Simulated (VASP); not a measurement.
Wanted: the native input for a VASP 6.6.1 run.

| Quantity | Value |
| --- | --- |
| Task | relaxation of cell and atoms |
| Functional | PBE |
| Potentials or basis | VASP PAW PBE potentials, release 64 (Mg, Se) |
| Cutoff | 600 eV |
| k mesh | 10 × 10 × 10 |
| Occupations | gaussian, width 0.02 eV |
| Spin | no spin polarisation |
| Dipole correction | no |
| Further INCAR settings | ALGO = Normal; EDIFF = 1e-06; IBRION = 2; EDIFFG = -0.01; NSW = 100; ISIF = 3 |

The structure of MgSe lies in POSCAR:

```
MgSe
1.0
   -1.9548023012      1.9548023012      2.7348105326
    1.9548023012     -1.9548023012      2.7348105326
    1.9548023012      1.9548023012     -2.7348105326
Mg Se
1 1
Direct
    0.5000000000      0.5000000000      0.0000000000
    0.0000000000      0.0000000000      0.0000000000
```

The cell was built by a generator and needn't be a form met in nature.

The input as run:

INCAR

```
  PREC = Accurate
  ENCUT = 600
  EDIFF = 1E-6
  ISMEAR = 0
  SIGMA = 0.02
  LREAL = F
  LASPH = T
  NELM = 100
  ALGO = Normal
  ISIF = 3
  LWAVE = F
  LCHARG = F
  GGA = PE
  IBRION = 2
  NSW = 100
  EDIFFG = -0.01
```

KPOINTS

```
regular mesh
0
Gamma
  10 10 10
```

Potentials or basis: VASP PAW PBE potentials, release 64 (Mg, Se).

Launch:

```console
$ cat potpaw_PBE.64/Mg/POTCAR potpaw_PBE.64/Se/POTCAR > POTCAR
$ mpirun -np 1 vasp_std > vasp.out
```

It gave:

The relaxed volume is 20.86 Å³/atom and the relaxed cell is a = 3.893 Å, b = 3.893 Å, c = 3.893 Å, α = 120.00°, β = 120.00°, γ = 89.99°. The space group after relaxing (to 0.05 Å) is Fm-3m (No. 225), the energy gained by relaxing is 0.4 meV/atom and the ionic steps are 5. The pressure after relaxing is 0.0 GPa. The band gap on the k mesh is 1.75 eV, indirect (least direct gap 2.40 eV).

It took 37 s on 1 thread of Intel(R) Xeon(R) Platinum 8559C (Emerald Rapids) (shared host), peak memory 0.22 GiB.
